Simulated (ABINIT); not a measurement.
The system is Ir.

```xyz
1
Lattice="0.0000 1.9156 1.9156 1.9156 0.0000 1.9156 1.9156 1.9156 0.0000" Properties=species:S:1:pos:R:3 pbc="T T T"
Ir    0.0000    0.0000    0.0000
```

Base run:

```yaml
Program: ABINIT 10.8.3 (patched build)
Functional: r2SCAN
Potentials_or_basis: JTH PAW PBE v2.0
Cutoff: 544 eV
k_mesh: 12 × 12 × 12
Occupations: fermi-dirac, width 0.05 eV
Spin: no spin polarisation
```

Its results: band gap on the k mesh none (metal or under the smearing width); pressure 5.0 GPa.

Task: The run is repeated on the same cell with these changes: potentials or basis from JTH PAW PBE v2.0 to PseudoDojo NC SR PBE v0.4.1 standard; cutoff from 544 eV to 1116 eV; valence electrons from 15 to 17. What comes out?

Result: Band gap on the k mesh none (metal or under the smearing width); pressure 0.4 GPa.

Caveats: spin-orbit coupling is left out, which moves the levels of the heavy elements; the PAW data sets were made with another functional, which shifts forces and pressure a little (some runs); a meta-GGA on potentials with a model core is unreliable (some runs); the potentials were made for another functional, which shifts forces and pressure (some runs).
